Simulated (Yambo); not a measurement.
# BP (F-43m) in Yambo: a series of runs

Runs on BP. Level: PBE. Tasks: optical spectrum.

All numbers are computed with Yambo 5.3.0; they aren't measurements. Logs are shortened: lines on timing, memory, paths and dates and some standing lists are left out, and cuts for length are marked.

### Step 1. The crystal as given

The structure is cubic, space group F-43m (No. 216). The conventional cell has a = 4.538 Å, b = 4.538 Å, c = 4.538 Å, α = 90.00°, β = 90.00°, γ = 90.00°. Around P (site symmetry -43m) lie 4 B at 1.97 Å. B (site symmetry -43m) has 4 P at 1.97 Å as nearest neighbours.

### Step 2. Optical spectrum, PBE

Input file optics0.in:

```
optics
chi
Chimod= "IP"
% BndsRnXd
 1 | 19 |
%
% LongDrXd
 1 | 1 | 0 |
%
% QpntsRXd
 1 | 1 |
%
% EnRngeXd
 0 | 10 | eV
%
% DmRngeXd
 0.2 | 0.2 | eV
%
ETStpsXd= 300
```

Input file scf.in:

```
&CONTROL
  calculation = 'scf'
  prefix = 'pwscf'
  outdir = './tmp'
  pseudo_dir = './pseudo'
/
&SYSTEM
  ibrav = 0
  nat = 2
  ntyp = 2
  ecutwfc = 76
  nbnd = 9
  occupations = 'smearing'
  smearing = 'fd'
  degauss = 0.00367493
  force_symmorphic = .true.
/
&ELECTRONS
  conv_thr = 4d-10
  electron_maxstep = 120
  mixing_beta = 0.5
/
ATOMIC_SPECIES
P     30.9738 P.upf
B     10.8100 B.upf
CELL_PARAMETERS angstrom
   0.0000000000    2.2690000000    2.2690000000
   2.2690000000    0.0000000000    2.2690000000
   2.2690000000    2.2690000000    0.0000000000
ATOMIC_POSITIONS angstrom
P      3.4035000000    3.4035000000    3.4035000000
B      0.0000000000    0.0000000000    0.0000000000
K_POINTS automatic
16 16 16 0 0 0
```

Input file nscf.in:

```
&CONTROL
  calculation = 'nscf'
  prefix = 'pwscf'
  outdir = './tmp'
  pseudo_dir = './pseudo'
/
&SYSTEM
  ibrav = 0
  nat = 2
  ntyp = 2
  ecutwfc = 76
  nbnd = 34
  occupations = 'fixed'
  force_symmorphic = .true.
/
&ELECTRONS
  conv_thr = 1d-08
  diago_full_acc = .true.
  diago_thr_init = 1d-06
/
ATOMIC_SPECIES
P     30.9738 P.upf
B     10.8100 B.upf
CELL_PARAMETERS angstrom
   0.0000000000    2.2690000000    2.2690000000
   2.2690000000    0.0000000000    2.2690000000
   2.2690000000    2.2690000000    0.0000000000
ATOMIC_POSITIONS angstrom
P      3.4035000000    3.4035000000    3.4035000000
B      0.0000000000    0.0000000000    0.0000000000
K_POINTS automatic
16 16 16 0 0 0
```

Potentials or basis: PseudoDojo 0.4.1 SR PBE standard.

The run is started by

```sh
$ OMP_NUM_THREADS=1 pw.x -in scf.in > scf.out
$ OMP_NUM_THREADS=1 pw.x -in nscf.in > nscf.out
$ cd tmp/pwscf.save; p2y; mv SAVE ../..; cd ../..
$ OMP_NUM_THREADS=1 yambo
$ OMP_NUM_THREADS=1 yambo -F optics0.in -J optics0 -C optics0_out
```

Yambo's report:

```text
[... sections 02.01 to 02.04 as in the set-up run ...]

  [02.05] Energies & Occupations
  ==============================

  [X] === General ===
  [X] Electronic Temperature                        :  0.000000  0.000000 [eV K]
  [X] Bosonic    Temperature                        :  0.000000  0.000000 [eV K]
  [X] Finite Temperature mode                       : no
  [X] El. density                                   :  0.34242E+24 [cm-3]
  [X] Fermi Level                                   :  9.239831 [eV]

  [X] === Gaps and Widths ===
  [X] Conduction Band Min                           :  1.260831 [eV]
  [X] Valence Band Max                              :  0.000000 [eV]
  [X] Filled Bands                                  :   4
  [X] Empty Bands                                   :    5   34
  [X] Direct Gap                                    :  3.407321 [eV]
  [X] Direct Gap localized at k                     :  1
  [X] Indirect Gap                                  :  1.260831 [eV]
  [X] Indirect Gap between kpts                     :    1   70
  [X] Last valence band width                       :  5.466170 [eV]
  [X] 1st conduction band width                     :  4.072673 [eV]

 [03] Transferred momenta grid and indexing
 ==========================================

 IBZ Q-points                                      :  145
 BZ  Q-points                                      :   4096

 K/Q-points units:
 rlu = crystal or reduced units; cc = cartesian coordinates; iku = interal k-units

 Q [  1]        [rlu]:  0.000000  0.000000  0.000000
 Q [  2]        [rlu]: -0.26543E-18 -0.26543E-18  0.62500E-01
 Q [  3]        [rlu]: -0.53086E-18 -0.53086E-18  0.12500
 Q [  4]        [rlu]: -0.61875E-17 -0.61875E-17  0.18750
 Q [  5]        [rlu]: -0.10617E-17 -0.10617E-17  0.25000
 Q [  6]        [rlu]: -0.60624E-17 -0.60624E-17  0.31250
[... 42 lines left out ...]
 Q [ 49]        [rlu]: -0.90507E-17  0.25000      0.25000
 Q [ 50]        [rlu]: -0.10674E-16  0.25000      0.31250

 Remaining 95 points informations can be written running with -fatlog

 [WARNING] [Xd] User bands 1-19 break level degeneracy

 [04] Dipoles
 ============

  [04.01] Setup: observables and procedures
  =========================================

  [WF-Oscillators/G space/Transverse up loader] Normalization (few states)  min/max  :  0.43683E-16   1.0000

  [WR./optics0//ndb.dipoles]------------------------------------------------------
   Brillouin Zone Q/K grids (IBZ/BZ)                :    145   4096    145   4096
   RL vectors                                       :  2397 [WF]
   Fragmentation                                    : yes
   Electronic Temperature                           :  0.000000 [K]
   Bosonic    Temperature                           :  0.000000 [K]
   DIP band range                                   :   1  19
   DIP band range limits                            :   4   5
   DIP e/h energy range                             : -1.000000 -1.000000 [eV]
   RL vectors in the sum                            :  2397
   [r,Vnl] included                                 : yes
   Bands ordered                                    : yes
   Direct v evaluation                              : no
   Approach used                                    : G-space v
   Dipoles computed                                 : R V P [G-space]
   Wavefunctions                                    : Perdew, Burke & Ernzerhof(X)+Perdew, Burke & Ernzerhof(C)

  [WARNING] [r,Vnl^pseudo] included in position and velocity dipoles.

  [WARNING] In case H contains other non local terms, these are neglected

 [05] Optics
 ===========

 [X-CG] R(p) Tot o/o(of R):    7770  245760     100
```

Run time: 1.8 min. Hardware: 1 thread of Arm Neoverse V1, shared host; peak memory 0.28 GiB.

What came out:

```yaml
Band_gap_on_the_k_mesh_mean-field_level: 1.26 eV, indirect (least direct gap 3.41 eV)
Absorption_peak: 5.79 eV
Electronic_dielectric_constant_along_the_field: 9.45
```

Dielectric function (along the field direction of the input):
```tsv
energy (eV)	real part	imaginary part
0.27	9.47	0.28
0.77	9.60	0.30
1.27	9.87	0.33
1.77	10.32	0.39
2.31	11.08	0.51
2.81	12.24	0.75
3.31	14.29	1.64
3.85	15.35	4.37
4.35	16.14	7.37
4.85	17.59	10.71
5.38	19.06	19.10
5.89	4.12	27.79
6.39	-7.10	25.52
6.92	-8.19	12.47
7.42	-5.15	8.25
7.93	-4.46	8.99
8.46	-5.95	6.91
8.96	-5.42	4.68
9.46	-4.03	3.45
10.00	-3.25	3.47
```

Caveat: independent-particle spectra lack excitons. Expect the measured gap to be larger: semilocal functionals such as PBE lack the derivative discontinuity.

### Step 3. Optical spectrum, PBE

Input file optics1.in:

```
optics
chi
Chimod= "HARTREE"
% BndsRnXd
 1 | 19 |
%
NGsBlkXd= 1 Ry
% LongDrXd
 1 | 1 | 0 |
%
% QpntsRXd
 1 | 1 |
%
% EnRngeXd
 0 | 20 | eV
%
% DmRngeXd
 0.05 | 0.05 | eV
%
ETStpsXd= 200
```

scf.in is that of step 2.

nscf.in is that of step 2.

Potentials or basis: PseudoDojo 0.4.1 SR PBE standard.

The run is started by

```sh
$ OMP_NUM_THREADS=1 pw.x -in scf.in > scf.out
$ OMP_NUM_THREADS=1 pw.x -in nscf.in > nscf.out
$ cd tmp/pwscf.save; p2y; mv SAVE ../..; cd ../..
$ OMP_NUM_THREADS=1 yambo
$ OMP_NUM_THREADS=1 yambo -F optics1.in -J optics1 -C optics1_out
```

Yambo's report:

```text
[... sections 02.01 to 02.04 as in the set-up run ...]

  [02.05] Energies & Occupations
  ==============================

  [X] === General ===
  [X] Electronic Temperature                        :  0.000000  0.000000 [eV K]
  [X] Bosonic    Temperature                        :  0.000000  0.000000 [eV K]
  [X] Finite Temperature mode                       : no
  [X] El. density                                   :  0.34242E+24 [cm-3]
  [X] Fermi Level                                   :  9.239831 [eV]

  [X] === Gaps and Widths ===
  [X] Conduction Band Min                           :  1.260831 [eV]
  [X] Valence Band Max                              :  0.000000 [eV]
  [X] Filled Bands                                  :   4
  [X] Empty Bands                                   :    5   34
  [X] Direct Gap                                    :  3.407321 [eV]
  [X] Direct Gap localized at k                     :  1
  [X] Indirect Gap                                  :  1.260831 [eV]
  [X] Indirect Gap between kpts                     :    1   70
  [X] Last valence band width                       :  5.466170 [eV]
  [X] 1st conduction band width                     :  4.072673 [eV]

 [03] Transferred momenta grid and indexing
 ==========================================

 IBZ Q-points                                      :  145
 BZ  Q-points                                      :   4096

 K/Q-points units:
 rlu = crystal or reduced units; cc = cartesian coordinates; iku = interal k-units

 Q [  1]        [rlu]:  0.000000  0.000000  0.000000
 Q [  2]        [rlu]: -0.26543E-18 -0.26543E-18  0.62500E-01
 Q [  3]        [rlu]: -0.53086E-18 -0.53086E-18  0.12500
 Q [  4]        [rlu]: -0.61875E-17 -0.61875E-17  0.18750
 Q [  5]        [rlu]: -0.10617E-17 -0.10617E-17  0.25000
 Q [  6]        [rlu]: -0.60624E-17 -0.60624E-17  0.31250
[... 42 lines left out ...]
 Q [ 49]        [rlu]: -0.90507E-17  0.25000      0.25000
 Q [ 50]        [rlu]: -0.10674E-16  0.25000      0.31250

 Remaining 95 points informations can be written running with -fatlog

 [WARNING] [Xd] User bands 1-19 break level degeneracy

 [04] Dipoles
 ============

  [04.01] Setup: observables and procedures
  =========================================

  [WF-Oscillators/G space/Transverse up loader] Normalization (few states)  min/max  :  0.43683E-16   1.0000

  [WR./optics1//ndb.dipoles]------------------------------------------------------
   Brillouin Zone Q/K grids (IBZ/BZ)                :    145   4096    145   4096
   RL vectors                                       :  2397 [WF]
   Fragmentation                                    : yes
   Electronic Temperature                           :  0.000000 [K]
   Bosonic    Temperature                           :  0.000000 [K]
   DIP band range                                   :   1  19
   DIP band range limits                            :   4   5
   DIP e/h energy range                             : -1.000000 -1.000000 [eV]
   RL vectors in the sum                            :  2397
   [r,Vnl] included                                 : yes
   Bands ordered                                    : yes
   Direct v evaluation                              : no
   Approach used                                    : G-space v
   Dipoles computed                                 : R V P [G-space]
   Wavefunctions                                    : Perdew, Burke & Ernzerhof(X)+Perdew, Burke & Ernzerhof(C)

  [WARNING] [r,Vnl^pseudo] included in position and velocity dipoles.

  [WARNING] In case H contains other non local terms, these are neglected

 [05] Optics
 ===========

 [X-CG] R(p) Tot o/o(of R):    7770  245760     100
```

It took 1.8 min on 1 thread of Arm Neoverse V1, shared host; peak memory 0.61 GiB.

What came out:

| Item | Value |
| --- | --- |
| Band gap on the k mesh, mean-field level | 1.26 eV, indirect (least direct gap 3.41 eV) |
| Absorption peak | 5.83 eV |
| Electronic dielectric constant along the field | 8.99 |
| Electronic dielectric constant along the field, independent particles | 9.46 |

Dielectric function (along the field direction of the input):
| energy (eV) | real part | imaginary part |
| --- | --- | --- |
| 0.30 | 9.01 | 0.07 |
| 0.80 | 9.14 | 0.07 |
| 1.31 | 9.41 | 0.08 |
| 1.81 | 9.85 | 0.09 |
| 2.31 | 10.53 | 0.12 |
| 2.81 | 11.65 | 0.18 |
| 3.32 | 14.06 | 0.55 |
| 3.82 | 13.19 | 3.13 |
| 4.32 | 16.01 | 8.33 |
| 4.82 | 17.36 | 9.73 |
| 5.33 | 22.66 | 18.82 |
| 5.83 | 4.55 | 40.12 |
| 6.33 | 0.85 | 38.76 |
| 6.83 | -7.12 | 14.73 |
| 7.34 | -7.18 | 6.27 |
| 7.84 | -2.34 | 8.02 |
| 8.34 | -6.83 | 6.94 |
| 8.84 | -5.13 | 4.64 |
| 9.35 | -4.17 | 3.00 |
| 9.85 | -2.75 | 3.11 |
| 10.35 | -3.02 | 3.33 |
| 10.85 | -3.22 | 1.93 |
| 11.36 | -3.43 | 1.87 |
| 11.86 | -1.81 | 2.06 |
| 12.36 | -1.77 | 1.56 |
| 12.86 | -2.08 | 1.76 |
| 13.37 | -1.86 | 0.94 |
| 13.87 | -1.19 | 1.08 |
| 14.37 | -1.16 | 1.00 |
| 14.87 | -0.97 | 1.00 |
| 15.38 | -0.94 | 0.60 |
| 15.88 | -0.88 | 0.61 |
| 16.38 | -0.88 | 0.59 |
| 16.88 | -0.73 | 0.54 |
| 17.39 | -0.53 | 0.44 |
| 17.89 | -0.46 | 0.48 |
| 18.39 | -0.35 | 0.40 |
| 18.89 | -0.23 | 0.34 |
| 19.40 | -0.16 | 0.40 |
| 20.00 | -0.08 | 0.36 |

Caveat: these spectra lack excitons.

### Step 4. Optical spectrum, PBE

Input file optics2.in:

```
optics
chi
tddft
Chimod= "ALDA"
% BndsRnXd
 1 | 19 |
%
NGsBlkXd= 1 Ry
% LongDrXd
 1 | 1 | 0 |
%
% QpntsRXd
 1 | 1 |
%
% EnRngeXd
 0 | 20 | eV
%
% DmRngeXd
 0.1 | 0.1 | eV
%
ETStpsXd= 150
FxcGRLc= 1 Ry
VXCRLvcs= 1 Ry
```

scf.in is that of step 3.

nscf.in is that of step 3.

Potentials or basis: PseudoDojo 0.4.1 SR PBE standard.

The run is started by

```sh
$ OMP_NUM_THREADS=1 pw.x -in scf.in > scf.out
$ OMP_NUM_THREADS=1 pw.x -in nscf.in > nscf.out
$ cd tmp/pwscf.save; p2y; mv SAVE ../..; cd ../..
$ OMP_NUM_THREADS=1 yambo
$ OMP_NUM_THREADS=1 yambo -F optics2.in -J optics2 -C optics2_out
```

Yambo's report:

```text
[... sections 02.01 to 02.04 as in the set-up run ...]

  [02.05] Energies & Occupations
  ==============================

  [X] === General ===
  [X] Electronic Temperature                        :  0.000000  0.000000 [eV K]
  [X] Bosonic    Temperature                        :  0.000000  0.000000 [eV K]
  [X] Finite Temperature mode                       : no
  [X] El. density                                   :  0.34242E+24 [cm-3]
  [X] Fermi Level                                   :  9.239831 [eV]

  [X] === Gaps and Widths ===
  [X] Conduction Band Min                           :  1.260831 [eV]
  [X] Valence Band Max                              :  0.000000 [eV]
  [X] Filled Bands                                  :   4
  [X] Empty Bands                                   :    5   34
  [X] Direct Gap                                    :  3.407321 [eV]
  [X] Direct Gap localized at k                     :  1
  [X] Indirect Gap                                  :  1.260831 [eV]
  [X] Indirect Gap between kpts                     :    1   70
  [X] Last valence band width                       :  5.466170 [eV]
  [X] 1st conduction band width                     :  4.072673 [eV]

 [03] Transferred momenta grid and indexing
 ==========================================

 IBZ Q-points                                      :  145
 BZ  Q-points                                      :   4096

 K/Q-points units:
 rlu = crystal or reduced units; cc = cartesian coordinates; iku = interal k-units

 Q [  1]        [rlu]:  0.000000  0.000000  0.000000
 Q [  2]        [rlu]: -0.26543E-18 -0.26543E-18  0.62500E-01
 Q [  3]        [rlu]: -0.53086E-18 -0.53086E-18  0.12500
 Q [  4]        [rlu]: -0.61875E-17 -0.61875E-17  0.18750
 Q [  5]        [rlu]: -0.10617E-17 -0.10617E-17  0.25000
 Q [  6]        [rlu]: -0.60624E-17 -0.60624E-17  0.31250
[... 42 lines left out ...]
 Q [ 49]        [rlu]: -0.90507E-17  0.25000      0.25000
 Q [ 50]        [rlu]: -0.10674E-16  0.25000      0.31250

 Remaining 95 points informations can be written running with -fatlog

 [WARNING] [Xd] User bands 1-19 break level degeneracy

 [04] Dipoles
 ============

  [04.01] Setup: observables and procedures
  =========================================

  [WF-Oscillators/G space/Transverse up loader] Normalization (few states)  min/max  :  0.43683E-16   1.0000

  [WR./optics2//ndb.dipoles]------------------------------------------------------
   Brillouin Zone Q/K grids (IBZ/BZ)                :    145   4096    145   4096
   RL vectors                                       :  2397 [WF]
   Fragmentation                                    : yes
   Electronic Temperature                           :  0.000000 [K]
   Bosonic    Temperature                           :  0.000000 [K]
   DIP band range                                   :   1  19
   DIP band range limits                            :   4   5
   DIP e/h energy range                             : -1.000000 -1.000000 [eV]
   RL vectors in the sum                            :  2397
   [r,Vnl] included                                 : yes
   Bands ordered                                    : yes
   Direct v evaluation                              : no
   Approach used                                    : G-space v
   Dipoles computed                                 : R V P [G-space]
   Wavefunctions                                    : Perdew, Burke & Ernzerhof(X)+Perdew, Burke & Ernzerhof(C)

  [WARNING] [r,Vnl^pseudo] included in position and velocity dipoles.

  [WARNING] In case H contains other non local terms, these are neglected

 [05] Optics
 ===========

 [xc] Functional : Perdew, Burke & Ernzerhof(X)+Perdew, Burke & Ernzerhof(C)
 [xc] LIBXC used to calculate xc functional
  PP Number of Atomic Species                      :  2
  NLCC RL compoments                               :  14163
 [X-CG] R(p) Tot o/o(of R):    7770  245760     100
```

o-optics2.eps_q1_inv_alda_dyson:

```text
# Absorption @ Q(1):  0.707106781     0.707106781      0.00000000    [q->0 direction]
#
# [ X ] Hartree size                              :   9
# [GEN] GF Energies                               : Perdew, Burke & Ernzerhof(X)+Perdew, Burke & Ernzerhof(C)
# [GEN] Green`s Function                          : T-ordered
#
# [GEN] Gauge                                     : Length
# [GEN] [r,Vnl] included                          : yes
#
#    E[1] [eV]          Im(eps)            Re(eps)            Im(eps_o)          Re(eps_o)
#
        0.000000           0.132237           9.125413           0.140299           9.454877
        0.134228           0.132472           9.129644           0.140548           9.459336
        0.268456           0.133181           9.142368           0.141300           9.472748
        0.402685           0.134374           9.163686           0.142566           9.495219
        0.536913           0.136069           9.193767           0.144363           9.526929
        0.671141           0.138292           9.232854           0.146720           9.568135
[... 142 lines left out ...]
        19.86577           0.362257          -0.127350           0.312019          -0.202816
        20.00000           0.381881          -0.126499           0.311024          -0.212001
#
```

Run time: 1.8 min. Hardware: 1 thread of Arm Neoverse V1, shared host; peak memory 0.61 GiB.

Results:

| Item | Value |
| --- | --- |
| Band gap on the k mesh, mean-field level | 1.26 eV, indirect (least direct gap 3.41 eV) |
| Absorption peak | 5.77 eV |
| Electronic dielectric constant along the field | 9.13 |
| Electronic dielectric constant along the field, independent particles | 9.45 |

Dielectric function (along the field direction of the input):
```tsv
energy (eV)	real part	imaginary part
0.27	9.14	0.13
1.21	9.49	0.15
2.28	10.65	0.24
3.36	14.34	1.15
4.30	16.11	7.38
5.37	20.21	17.95
6.44	-13.68	25.94
7.52	-3.73	7.35
8.46	-5.77	7.03
9.53	-3.71	3.05
10.60	-2.96	3.15
11.68	-2.15	1.52
12.62	-1.58	1.59
13.69	-1.40	0.98
14.77	-1.13	0.88
15.84	-0.95	0.70
16.78	-0.68	0.60
17.85	-0.51	0.47
18.93	-0.27	0.38
20.00	-0.13	0.38
```

Caveat: the LDA kernel is used on GGA states, which is inconsistent by a few percent; these spectra lack excitons. A k mesh can miss the band edges.

(Continued in part 2 of 2.)
